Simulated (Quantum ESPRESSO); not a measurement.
# Ge (I4_1/amd) in Quantum ESPRESSO: single point with PBE

Aim: the single point of Ge with PBE.

Everything below comes from runs of Quantum ESPRESSO 7.5. Logs are shortened: lines on timing, memory, paths and dates and some standing lists are left out, and cuts for length are marked.

## (1) Starting point

The structure is tetragonal, space group I4_1/amd (No. 141). Conventional cell: a = 3.920 Å, b = 3.920 Å, c = 5.907 Å, α = 90.00°, β = 90.00°, γ = 90.00°. Ge (site symmetry -4m2) has 4 Ge at 2.45 Å as nearest neighbours.

## (2) Single point, PBE

Input file pw.in:

```
&CONTROL
  calculation = 'scf'
  prefix = 'pwscf'
  outdir = './tmp'
  pseudo_dir = './pseudo'
  tprnfor = .true.
  tstress = .true.
  disk_io = 'nowf'
/
&SYSTEM
  ibrav = 0
  nat = 2
  ntyp = 1
  ecutwfc = 78
  nbnd = 21
  occupations = 'smearing'
  smearing = 'gaussian'
  degauss = 0.00073499
/
&ELECTRONS
  conv_thr = 4d-10
  electron_maxstep = 120
  mixing_beta = 0.5
/
ATOMIC_SPECIES
Ge    72.6300 Ge.upf
CELL_PARAMETERS angstrom
   0.0000000000    2.7720000000    2.9533350000
   2.7720000000    0.0000000000    2.9533350000
   2.7720000000    2.7720000000    0.0000000000
ATOMIC_POSITIONS crystal
Ge     0.0000000000    0.0000000000    0.0000000000
Ge     0.2500000000    0.2500000000    0.2500000000
K_POINTS automatic
10 10 10 0 0 0
```

Potentials or basis: PseudoDojo 0.4.1 SR PBE standard.

The run is started by

```
> OMP_NUM_THREADS=1 pw.x -in pw.in > pw.out
```

pw.out:

```text
This program is part of the open-source Quantum ESPRESSO suite
     for quantum simulation of materials; please cite
         "P. Giannozzi et al., J. Phys.:Condens. Matter 21 395502 (2009);
         "P. Giannozzi et al., J. Phys.:Condens. Matter 29 465901 (2017);
         "P. Giannozzi et al., J. Chem. Phys. 152 154105 (2020);
     in publications or presentations arising from this work. More details at

     Message from routine setup:
     using ibrav=0 with symmetry is DISCOURAGED, use correct ibrav instead

     G-vector sticks info
     --------------------
     sticks:   dense  smooth     PW     G-vecs:    dense   smooth      PW
     Sum        1237    1237    363                28607    28607    4565

     Using Slab Decomposition

     bravais-lattice index     =            0
     lattice parameter (alat)  =       7.6542  a.u.
     unit-cell volume          =     306.2850 (a.u.)^3
     number of atoms/cell      =            2
     number of atomic types    =            1
     number of electrons       =        28.00
     number of Kohn-Sham states=           21
     kinetic-energy cutoff     =      78.0000  Ry
     charge density cutoff     =     312.0000  Ry
     scf convergence threshold =      4.0E-10
     mixing beta               =       0.5000
     number of iterations used =            8  plain     mixing
     Exchange-correlation= PBE
                           (   1   4   3   4   0   0   0)

     celldm(1)=   7.654247  celldm(2)=   0.000000  celldm(3)=   0.000000
     celldm(4)=   0.000000  celldm(5)=   0.000000  celldm(6)=   0.000000

     crystal axes: (cart. coord. in units of alat)
               a(1) = (   0.000000   0.684368   0.729137 )
               a(2) = (   0.684368   0.000000   0.729137 )
               a(3) = (   0.684368   0.684368   0.000000 )

     reciprocal axes: (cart. coord. in units 2 pi/alat)
               b(1) = ( -0.730601  0.730601  0.685742 )
               b(2) = (  0.730601 -0.730601  0.685742 )
               b(3) = (  0.730601  0.730601 -0.685742 )

     PseudoPot. # 1 for Ge read from file:
     Ge.upf
     Pseudo is Norm-conserving + core correction, Zval = 14.0
     Generated using ONCVPSP code by D. R. Hamann
     Using radial grid of 1560 points,  6 beta functions with:
                l(1) =   0
                l(2) =   0
                l(3) =   1
                l(4) =   1
                l(5) =   2
                l(6) =   2

     atomic species   valence    mass     pseudopotential
     Ge               14.00    72.63000     Ge( 1.00)

     16 Sym. Ops., with inversion, found ( 8 have fractional translation)

   Cartesian axes

     site n.     atom                  positions (alat units)
         1        Ge     tau(   1) = (   0.0000000   0.0000000   0.0000000  )
         2        Ge     tau(   2) = (   0.3421839   0.3421839   0.3645685  )

     number of k points=   102  Gaussian smearing, width (Ry)=  0.0007

     Number of k-points >= 100: set verbosity='high' to print them.

     Dense  grid:    28607 G-vectors     FFT dimensions: (  48,  48,  48)

     Initial potential from superposition of free atoms

     starting charge      27.9984, renormalised to      28.0000
     Starting wfcs are   18 randomized atomic wfcs +    3 random wfcs

     Self-consistent Calculation

     iteration #  1     ecut=    78.00 Ry     beta= 0.50
     Davidson diagonalization with overlap
     ethr =  1.00E-02,  avg # of iterations =  5.2

     Threshold (ethr) on eigenvalues was too large:
     Diagonalizing with lowered threshold

     Davidson diagonalization with overlap
     ethr =  1.17E-04,  avg # of iterations =  3.8

     total energy              =    -357.28131179 Ry
     estimated scf accuracy    <       0.03355404 Ry

     iteration #  2     ecut=    78.00 Ry     beta= 0.50
     Davidson diagonalization with overlap
     ethr =  1.20E-04,  avg # of iterations =  1.0

     total energy              =    -357.28097215 Ry
     estimated scf accuracy    <       0.00645645 Ry

     iteration #  3     ecut=    78.00 Ry     beta= 0.50
     Davidson diagonalization with overlap
     ethr =  2.31E-05,  avg # of iterations =  2.2

     total energy              =    -357.28131053 Ry
     estimated scf accuracy    <       0.00008625 Ry

     iteration #  4     ecut=    78.00 Ry     beta= 0.50
     Davidson diagonalization with overlap
     ethr =  3.08E-07,  avg # of iterations =  4.7

     total energy              =    -357.28132571 Ry
     estimated scf accuracy    <       0.00000514 Ry

     iteration #  5     ecut=    78.00 Ry     beta= 0.50
     Davidson diagonalization with overlap
     ethr =  1.84E-08,  avg # of iterations =  1.4

     total energy              =    -357.28132581 Ry
     estimated scf accuracy    <       0.00000057 Ry

     iteration #  6     ecut=    78.00 Ry     beta= 0.50
     Davidson diagonalization with overlap
     ethr =  2.02E-09,  avg # of iterations =  2.0

     total energy              =    -357.28132605 Ry
     estimated scf accuracy    <       0.00000015 Ry

     iteration #  7     ecut=    78.00 Ry     beta= 0.50
     Davidson diagonalization with overlap
     ethr =  5.29E-10,  avg # of iterations =  2.0

     total energy              =    -357.28132608 Ry
     estimated scf accuracy    <          1.8E-09 Ry

     iteration #  8     ecut=    78.00 Ry     beta= 0.50
     Davidson diagonalization with overlap
     ethr =  6.53E-12,  avg # of iterations =  2.1

     total energy              =    -357.28132608 Ry
     estimated scf accuracy    <          9.9E-10 Ry

     iteration #  9     ecut=    78.00 Ry     beta= 0.50
     Davidson diagonalization with overlap
     ethr =  3.55E-12,  avg # of iterations =  2.0

     End of self-consistent calculation

     Number of k-points >= 100: set verbosity='high' to print the bands.

     the Fermi energy is     9.6144 ev

!    total energy              =    -357.28132608 Ry
     estimated scf accuracy    <          2.8E-11 Ry
     smearing contrib. (-TS)   =      -0.00000132 Ry
     internal energy E=F+TS    =    -357.28132475 Ry

     The total energy is F=E-TS. E is the sum of the following terms:
     one-electron contribution =    -183.19932901 Ry
     hartree contribution      =     110.69681450 Ry
     xc contribution           =     -87.31531267 Ry
     ewald contribution        =    -197.46349757 Ry

     convergence has been achieved in   9 iterations

     Forces acting on atoms (cartesian axes, Ry/au):

     atom    1 type  1   force =     0.00000000    0.00000000    0.00000000
     atom    2 type  1   force =     0.00000000    0.00000000   -0.00000000

     Total force =     0.000000     Total SCF correction =     0.000000

     Computing stress (Cartesian axis) and pressure

          total   stress  (Ry/bohr**3)                   (kbar)     P=       35.56
   0.00035411   0.00000000  -0.00000000           52.09        0.00       -0.00
  -0.00000000   0.00035411  -0.00000000           -0.00       52.09       -0.00
   0.00000000   0.00000000   0.00001687            0.00        0.00        2.48

=------------------------------------------------------------------------------=
   JOB DONE.
=------------------------------------------------------------------------------=
```

Wall time 80 s (1 thread of Intel Xeon 6975P-C (Granite Rapids), shared host); peak memory 0.18 GiB.

Results:

```
Free energy            : -4861.0601 eV
Pressure               : 3.6 GPa
Band gap on the k mesh : none (metal or under the smearing width)
```

Stress tensor (GPa, compression positive):
```
5.21 0.00 0.00
0.00 5.21 0.00
0.00 0.00 0.25
```

Levels at points of the mesh, in eV from the Fermi level:
```
             k point  band 12  band 13  band 14  band 15  band 16  band 17
  (0.00, 0.00, 0.00)    -0.44    -0.12     0.08     0.08     2.38     2.38
 (0.00, 0.00, -0.50)    -7.68    -1.78    -1.19     0.00     3.54     3.85
(0.00, -0.50, -0.50)    -8.86    -3.29    -3.29     0.50     0.50     9.18
(-0.50, -0.50, 0.00)    -9.17    -2.85    -2.85     1.01     1.01     9.34
```
